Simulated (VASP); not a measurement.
Input of a VASP 6.6.1 run:

File INCAR:

```
SYSTEM = SnSe2
ALGO = Normal
EDIFF = 1E-7
EDIFFG = -0.005
ENCUT = 600
IBRION = 2
ISIF = 3
ISMEAR = 0
LASPH = .True.
LCHARG = .False.
LREAL = .False.
LWAVE = .False.
NELM = 80
NSW = 90
PREC = Accurate
PSTRESS = 100.0
SIGMA = 0.03
```

The input KPOINTS:

```
k-points
0
Gamma
  9 9 5
  0 0 0
```

File POSCAR:

```
SnSe2                                   
1.0
    3.7161595548     -0.0000000000     -0.0000000000
   -1.8580797774      3.2182885789      0.0000000000
    0.0000000000     -0.0000000000      5.2537432299
  Sn              Se            
     1     2
Direct
     0.0000000000000000    0.0000000000000000    0.0000000000000000
     0.3333333332999970    0.6666666667000030    0.3008292206940307
     0.6666666667000030    0.3333333332999970    0.6991707793059695
```

Potentials or basis: VASP PAW LDA potentials, release 64 (Sn_d, Se).

The run is started by

```console
$ cat potpaw_LDA.64/Sn_d/POTCAR potpaw_LDA.64/Se/POTCAR > POTCAR
$ mpirun -np 1 vasp_std > vasp.out
```

(1) Predict the space group after relaxing (to 0.05 Å).

(2) Estimate the relaxed cell.

## Answers

(1) P-3m1 (No. 164).

(2) a = 3.716 Å, b = 3.716 Å, c = 5.252 Å, α = 90.00°, β = 90.00°, γ = 120.00°.
